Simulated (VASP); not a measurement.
BaTiO3 in VASP 6.6.1, single-point calculation

INCAR

```
EDIFF = 1E-7
SIGMA = 0.02
ISIF = 2
GGA = PE
ADDGRID = .TRUE.
ENCUT = 520
LASPH = .TRUE.
PREC = Accurate
IBRION = -1
NELM = 120
NBANDS = 28
NSW = 0
LCHARG = .FALSE.
ISMEAR = -1
LWAVE = .FALSE.
LREAL = .FALSE.
```

KPOINTS

```
KPOINTS created by Atomic Simulation Environment
0
Gamma
6 6 6
0 0 0
```

POSCAR

```
Ba Ti O
 1.0000000000000000
     3.9142145899999998    0.0000000000000000    0.0000000000000000
     0.0000000000000000    3.9142145899999998    0.0000000000000000
     0.0000000000000000    0.0000000000000000    3.9142145899999998
 Ba  Ti  O
   1   1   3
Cartesian
  0.0000000000000000  0.0000000000000000  0.0000000000000000
  1.9571072950000004  1.9571072950000004  1.9571072950000004
  1.9571072950000004  1.9571072950000004  0.0000000000000000
  1.9571072950000004  0.0000000000000000  1.9571072950000004
  0.0000000000000000  1.9571072950000004  1.9571072950000004
```

The recommended PBE PAW datasets give the neutral cell 40 valence electrons.

Command

```
mpirun -np 1 vasp_std
```

How does this run end, and what does it give?

It converged. Results: gap between bands v and c on the k mesh 1.87 eV; least direct gap on the k mesh 1.95 eV; pressure 17.8 GPa. Band v is the last that the valence electrons fill when counted band by band, and c is the next.

OSZICAR

```
N       E                     dE             d eps       ncg     rms          rms(c)
DAV:   1     0.435504313637E+03    0.43550E+03   -0.20985E+04  1120   0.157E+03
DAV:   2    -0.420566019469E+01   -0.43971E+03   -0.41767E+03  1280   0.429E+02
DAV:   3    -0.482374982897E+02   -0.44032E+02   -0.43640E+02  1548   0.136E+02
DAV:   4    -0.503766581415E+02   -0.21392E+01   -0.21356E+01  1668   0.254E+01
DAV:   5    -0.504288184516E+02   -0.52160E-01   -0.52151E-01  1488   0.321E+00    0.246E+01
DAV:   6    -0.397251400753E+02    0.10704E+02   -0.53495E+01  1508   0.691E+01    0.977E+00
DAV:   7    -0.397754544547E+02   -0.50314E-01   -0.80512E+00  1440   0.210E+01    0.721E+00
DAV:   8    -0.396723710609E+02    0.10308E+00   -0.68455E-01  1380   0.784E+00    0.295E+00
DAV:   9    -0.397041381567E+02   -0.31767E-01   -0.19201E-01  1408   0.294E+00    0.107E+00
DAV:  10    -0.396919766493E+02    0.12162E-01   -0.74976E-02  1356   0.259E+00    0.283E-01
DAV:  11    -0.396914484826E+02    0.52817E-03   -0.38482E-03  1664   0.502E-01    0.508E-02
DAV:  12    -0.396913757217E+02    0.72761E-04   -0.66659E-04  1268   0.285E-01    0.569E-02
DAV:  13    -0.396913623483E+02    0.13373E-04   -0.12306E-04  1504   0.784E-02    0.125E-02
DAV:  14    -0.396913687512E+02   -0.64029E-05   -0.18908E-05  1308   0.465E-02    0.256E-02
DAV:  15    -0.396913624073E+02    0.63439E-05   -0.12130E-05  1268   0.390E-02    0.449E-03
DAV:  16    -0.396913624483E+02   -0.40954E-07   -0.55878E-07  1484   0.464E-03
   1 F= -.39691362E+02 E0= -.39691362E+02  d E =-.548891E-13
```

For comparison, a separate PBE run of the intended cell, on usual settings and not on those above, gives a gap of 1.87 eV on its mesh and a pressure of 17.8 GPa.
